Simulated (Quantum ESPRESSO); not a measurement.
A run of Quantum ESPRESSO 7.5 is set up as follows.

The input pw.in:

```
&CONTROL
  calculation = 'scf'
  prefix = 'pwscf'
  outdir = './tmp'
  pseudo_dir = './pseudo'
  tprnfor = .true.
  tstress = .true.
  disk_io = 'low'
/
&SYSTEM
  ibrav = 0
  celldm(1) = 8
  nat = 4
  ntyp = 2
  ecutwfc = 45
  ecutrho = 360
  nbnd = 24
  occupations = 'smearing'
  smearing = 'fd'
  degauss = 0.00367493
/
&ELECTRONS
  conv_thr = 8d-10
  electron_maxstep = 120
  mixing_beta = 0.5
/
ATOMIC_SPECIES
Hf   178.4900 hf_lda_v1.uspp.F.UPF
C     12.0110 c_lda_v1.2.uspp.F.UPF
CELL_PARAMETERS alat
  0.7896376639585   0.0000000000000   0.0000000000000
 -0.3948188319674   0.6838462767652   0.0000000000000
  0.0000000000000   0.0000000000000   1.2289630705945
ATOMIC_POSITIONS crystal
Hf     0.3333333333    0.6666666667    0.2500000000
Hf     0.6666666667    0.3333333333    0.7500000000
C      0.0000000000    0.0000000000    0.5000000000
C      0.0000000000    0.0000000000    0.0000000000
K_POINTS automatic
9 9 5 0 0 0
```

File bands.in:

```
&CONTROL
  calculation = 'bands'
  prefix = 'pwscf'
  outdir = './tmp'
  pseudo_dir = './pseudo'
  disk_io = 'low'
  verbosity = 'high'
/
&SYSTEM
  ibrav = 0
  celldm(1) = 8
  nat = 4
  ntyp = 2
  ecutwfc = 45
  ecutrho = 360
  nbnd = 24
  occupations = 'smearing'
  smearing = 'fd'
  degauss = 0.00367493
/
&ELECTRONS
  conv_thr = 1d-08
  electron_maxstep = 120
  mixing_beta = 0.5
  diago_full_acc = .true.
  startingwfc = 'random'
/
ATOMIC_SPECIES
Hf   178.4900 hf_lda_v1.uspp.F.UPF
C     12.0110 c_lda_v1.2.uspp.F.UPF
CELL_PARAMETERS alat
  0.7896376639585   0.0000000000000   0.0000000000000
 -0.3948188319674   0.6838462767652   0.0000000000000
  0.0000000000000   0.0000000000000   1.2289630705945
ATOMIC_POSITIONS crystal
Hf     0.3333333333    0.6666666667    0.2500000000
Hf     0.6666666667    0.3333333333    0.7500000000
C      0.0000000000    0.0000000000    0.5000000000
C      0.0000000000    0.0000000000    0.0000000000
K_POINTS crystal
60
 0.0000000000  0.0000000000  0.0000000000 1
 0.0714285714  0.0000000000  0.0000000000 1
 0.1428571429  0.0000000000  0.0000000000 1
 0.2142857143  0.0000000000  0.0000000000 1
 0.2857142857  0.0000000000  0.0000000000 1
 0.3571428571  0.0000000000  0.0000000000 1
 0.4285714286  0.0000000000  0.0000000000 1
 0.5000000000  0.0000000000  0.0000000000 1
 0.4583333333  0.0833333333  0.0000000000 1
 0.4166666667  0.1666666667  0.0000000000 1
 0.3750000000  0.2500000000  0.0000000000 1
 0.3333333333  0.3333333333  0.0000000000 1
 0.2962962963  0.2962962963  0.0000000000 1
 0.2592592593  0.2592592593  0.0000000000 1
 0.2222222222  0.2222222222  0.0000000000 1
 0.1851851852  0.1851851852  0.0000000000 1
 0.1481481481  0.1481481481  0.0000000000 1
 0.1111111111  0.1111111111  0.0000000000 1
 0.0740740741  0.0740740741  0.0000000000 1
 0.0370370370  0.0370370370  0.0000000000 1
 0.0000000000  0.0000000000  0.0000000000 1
 0.0000000000  0.0000000000  0.1250000000 1
 0.0000000000  0.0000000000  0.2500000000 1
 0.0000000000  0.0000000000  0.3750000000 1
 0.0000000000  0.0000000000  0.5000000000 1
 0.0625000000  0.0000000000  0.5000000000 1
 0.1250000000  0.0000000000  0.5000000000 1
 0.1875000000  0.0000000000  0.5000000000 1
 0.2500000000  0.0000000000  0.5000000000 1
 0.3125000000  0.0000000000  0.5000000000 1
 0.3750000000  0.0000000000  0.5000000000 1
 0.4375000000  0.0000000000  0.5000000000 1
 0.5000000000  0.0000000000  0.5000000000 1
 0.4666666667  0.0666666667  0.5000000000 1
 0.4333333333  0.1333333333  0.5000000000 1
 0.4000000000  0.2000000000  0.5000000000 1
 0.3666666667  0.2666666667  0.5000000000 1
 0.3333333333  0.3333333333  0.5000000000 1
 0.3030303030  0.3030303030  0.5000000000 1
 0.2727272727  0.2727272727  0.5000000000 1
 0.2424242424  0.2424242424  0.5000000000 1
 0.2121212121  0.2121212121  0.5000000000 1
 0.1818181818  0.1818181818  0.5000000000 1
 0.1515151515  0.1515151515  0.5000000000 1
 0.1212121212  0.1212121212  0.5000000000 1
 0.0909090909  0.0909090909  0.5000000000 1
 0.0606060606  0.0606060606  0.5000000000 1
 0.0303030303  0.0303030303  0.5000000000 1
 0.0000000000  0.0000000000  0.5000000000 1
 0.5000000000  0.0000000000  0.5000000000 1
 0.5000000000  0.0000000000  0.3750000000 1
 0.5000000000  0.0000000000  0.2500000000 1
 0.5000000000  0.0000000000  0.1250000000 1
 0.5000000000  0.0000000000  0.0000000000 1
 0.3333333333  0.3333333333  0.0000000000 1
 0.3333333333  0.3333333333  0.1000000000 1
 0.3333333333  0.3333333333  0.2000000000 1
 0.3333333333  0.3333333333  0.3000000000 1
 0.3333333333  0.3333333333  0.4000000000 1
 0.3333333333  0.3333333333  0.5000000000 1
```

Potentials or basis: GBRV 1.5 LDA.

Command:

```bash
$ OMP_NUM_THREADS=1 mpirun -n 2 pw.x -nk 2 -in pw.in > pw.out
$ OMP_NUM_THREADS=1 mpirun -n 2 pw.x -nk 2 -in bands.in > bands.out
```

(1) Estimate the pressure.

(2) What does it give for the band gap on the k mesh?

Answers

(1) -12.3 GPa.

(2) none (metal or under the smearing width).

Caveat: some levels on the path didn't converge; spin-orbit coupling is left out, which moves the levels of the heavy elements.
